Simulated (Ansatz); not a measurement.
**CdIn2S4: relaxation (Ansatz)**

Run with:

```bash
ansatz run input.yaml --threads 2 --pin off --max-ram 3584MiB --backend cpu --events-out ev --progress --plain --runs-dir out
```

input.yaml:

```yaml
crystal:
  lattice:
    - [0.0, 5.444588, 5.444588]
    - [5.444588, 0.0, 5.444588]
    - [5.444588, 5.444588, 0.0]
  atoms:
    - { symbol: Cd, position: [0.0, 0.0, 0.0] }
    - { symbol: Cd, position: [0.25, 0.25, 0.25] }
    - { symbol: In, position: [0.625, 0.625, 0.625] }
    - { symbol: In, position: [0.125, 0.625, 0.625] }
    - { symbol: In, position: [0.625, 0.625, 0.125] }
    - { symbol: In, position: [0.625, 0.125, 0.625] }
    - { symbol: S, position: [0.386, 0.386, 0.386] }
    - { symbol: S, position: [0.408, 0.864, 0.864] }
    - { symbol: S, position: [0.386, 0.386, 0.842] }
    - { symbol: S, position: [0.864, 0.408, 0.864] }
    - { symbol: S, position: [0.842, 0.386, 0.386] }
    - { symbol: S, position: [0.864, 0.864, 0.864] }
    - { symbol: S, position: [0.386, 0.842, 0.386] }
    - { symbol: S, position: [0.864, 0.864, 0.408] }
  symmetry: { tolerance: 0.0003 }
kpoints:
  mp_grid: { grid: [4, 4, 4], shift: [0, 0, 0] }
magnetization:
  spin_polarized: false
scf:
  occupations: { method: fermi_dirac, width: 0.0621 }
  lower_state_search: "off"
hamiltonian:
  pseudopotentials: { kind: paw }
  xc: r2scan
basis:
  ecutwfc: 500
  fft_grid_basis: typed
relax:
  max_steps: 40
  cell: { p_target: 0.0 }
  f_tol: 0.03
output:
  forces: true
  stress: true
  eigenvalues: true
  bader: true
  populations: true
  elf: true
  write_potential: true
  volumetric_format: npy
  dos:
    e_range: [-12, 8]
    de: 0.05
    projected: { site_lists: { Cd: [Cd], In: [In], S: [S] } }
checkpoint:
  read: saved_state
```

Origin of the cell: a database entry, scaled a little.

The saved state is a converged single point of the same cell.

Steps («new basis» is an SCF on plane waves selected anew at the same cell):

```
step  ΔF (meV/atom)  max force component (eV/Å)  P (GPa)  volume (Å³)  SCF iterations   step was
   1            0.0                       0.265     1.08       322.79               5   accepted
   2           -0.3                       0.247    -0.96       328.05               6   accepted
   3           -4.2                       0.003    -0.06       325.56               6   accepted
   4           -4.2                       0.001    -0.01       325.35               6   accepted
   5           -4.3                       0.001    -0.01       325.35               4  new basis
```

Step 1, with forces in eV/Å:

```xyz
14
Lattice="0.000 5.445 5.445 5.445 0.000 5.445 5.445 5.445 0.000" Properties=species:S:1:pos:R:3:forces:R:3 pbc="T T T" step=1
Cd    0.000    0.000    0.000    0.000    0.000    0.000
Cd    2.722    2.722    2.722    0.000    0.000    0.000
In    6.806    6.806    6.806    0.000    0.000    0.000
In    6.806    4.083    4.083    0.000    0.000    0.000
In    4.083    4.083    6.806    0.000    0.000    0.000
In    4.083    6.806    4.083    0.000    0.000    0.000
S     4.203    4.203    4.203   -0.265   -0.265   -0.265
S     9.408    6.926    6.926    0.265   -0.265   -0.265
S     6.686    6.686    4.203    0.265    0.265   -0.265
S     6.926    9.408    6.926   -0.265    0.265   -0.265
S     4.203    6.686    6.686   -0.265    0.265    0.265
S     9.408    9.408    9.408    0.265    0.265    0.265
S     6.686    4.203    6.686    0.265   -0.265    0.265
S     6.926    6.926    9.408   -0.265   -0.265    0.265
```

Step 2, with forces in eV/Å:

```xyz
14
Lattice="0.000 5.474 5.474 5.474 0.000 5.474 5.474 5.474 0.000" Properties=species:S:1:pos:R:3:forces:R:3 pbc="T T T" step=2
Cd    0.000    0.000    0.000    0.000    0.000    0.000
Cd    2.737    2.737    2.737    0.000    0.000    0.000
In    6.842    6.842    6.842    0.000    0.000    0.000
In    6.842    4.105    4.105    0.000    0.000    0.000
In    4.105    4.105    6.842    0.000    0.000    0.000
In    4.105    6.842    4.105    0.000    0.000    0.000
S     4.194    4.194    4.194    0.247    0.247    0.247
S     9.491    6.931    6.931   -0.247    0.247    0.247
S     6.754    6.754    4.194   -0.247   -0.247    0.247
S     6.931    9.491    6.931    0.247   -0.247    0.247
S     4.194    6.754    6.754    0.247   -0.247   -0.247
S     9.491    9.491    9.491   -0.247   -0.247   -0.247
S     6.754    4.194    6.754   -0.247    0.247   -0.247
S     6.931    6.931    9.491    0.247    0.247   -0.247
```

Step 5, with forces in eV/Å:

```xyz
14
Lattice="0.000 5.459 5.459 5.459 0.000 5.459 5.459 5.459 0.000" Properties=species:S:1:pos:R:3:forces:R:3 pbc="T T T" step=5
Cd    0.000    0.000    0.000    0.000    0.000    0.000
Cd    2.729    2.729    2.729    0.000    0.000    0.000
In    6.824    6.824    6.824    0.000    0.000    0.000
In    6.824    4.094    4.094    0.000    0.000    0.000
In    4.094    4.094    6.824    0.000    0.000    0.000
In    4.094    6.824    4.094    0.000    0.000    0.000
S     4.198    4.198    4.198   -0.001   -0.001   -0.001
S     9.449    6.928    6.928    0.001   -0.001   -0.001
S     6.720    6.720    4.198    0.001    0.001   -0.001
S     6.928    9.449    6.928   -0.001    0.001   -0.001
S     4.198    6.720    6.720   -0.001    0.001    0.001
S     9.449    9.449    9.449    0.001    0.001    0.001
S     6.720    4.198    6.720    0.001   -0.001    0.001
S     6.928    6.928    9.449   -0.001   -0.001    0.001
```

| Item | Value |
| --- | --- |
| Free energy lowered by | 4.3 meV/atom |
| Volume change | 0.79 % |
| Final pressure | -0.01 GPa |
| Relaxation steps listed | 5 |
| Gap on the mesh | 1.77 eV |

Caveats: the relaxation held the start's symmetry, so the end may be a saddle point.

It ran for 2.5 min on 2 threads of Arm Neoverse V1, with other jobs on the host, peak memory 1.7 GiB, from a saved density.
